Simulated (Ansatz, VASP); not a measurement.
Two plane-wave programs on SnSe2

The input INCAR:

```
SYSTEM = SnSe2
ALGO = Normal ; EDIFF = 1E-7
ENCUT = 520 ; GGA = PS
ISIF = 2 ; ISMEAR = -1
LASPH = .TRUE. ; LCHARG = .FALSE.
LREAL = .FALSE. ; LWAVE = .FALSE.
NBANDS = 20 ; NELM = 100
PREC = Accurate ; SIGMA = 0.02
```

File KPOINTS:

```
k-points
0
G
  4 4 4
  0 0 0
```

Contents of POSCAR:

```
SnSe2
1.0
    0.0000000000      3.4068553633      3.4068553633
    3.4068553633      0.0000000000      3.4068553633
    3.4068553633      3.4068553633      0.0000000000
Sn Se
1 2
Direct
    0.0000000000      0.0000000000      0.0000000000
    0.2500000000      0.2500000000      0.2500000000
    0.7500000000      0.7500000000      0.7500000000
```

Input for Ansatz:

```yaml
crystal:
  lattice:
    - [0.0, 3.4068553633, 3.4068553633]
    - [3.4068553633, 0.0, 3.4068553633]
    - [3.4068553633, 3.4068553633, 0.0]
  atoms:
    - { symbol: Sn, position: [0.0, 0.0, 0.0] }
    - { symbol: Se, position: [0.25, 0.25, 0.25] }
    - { symbol: Se, position: [0.75, 0.75, 0.75] }
kpoints:
  mp_grid: { grid: [4, 4, 4] }
hamiltonian:
  xc: pbesol
scf:
  occupations: { method: fermi_dirac, width: 0.02 }
  n_extra_bands: 4
output:
  forces: true
  stress: true
  eigenvalues: true
```

The cell was built by a generator and needn't be a form met in nature.

Alike in both runs: task single point; functional PBEsol; k mesh 4 × 4 × 4; occupations fermi-dirac, width 0.02 eV; no spin polarisation.

|  | VASP | Ansatz |
| --- | --- | --- |
| version | VASP 6.6.1 | Ansatz 0.2.0 |
| potentials or method | VASP PAW PBE potentials, release 64 (Sn_d, Se) | plane waves, PAW |
| plane-wave cutoff (eV) | 520 | 420 |
| valence electrons in the cell | 26 | 46 |

|  | VASP | Ansatz | Ansatz less VASP |
| --- | --- | --- | --- |
| pressure (GPa) | -1.1 | -1.2 | -0.05 |

With one functional, cell and mesh, what is left measures potentials, basis and numerics. The two sets of potentials don't hold the same shells in valence.

Caveats: the k mesh is coarse (spacing up to 0.40 Å⁻¹), so the values aren't converged; the PAW data sets were made with another functional, which shifts forces and pressure a little (VASP).
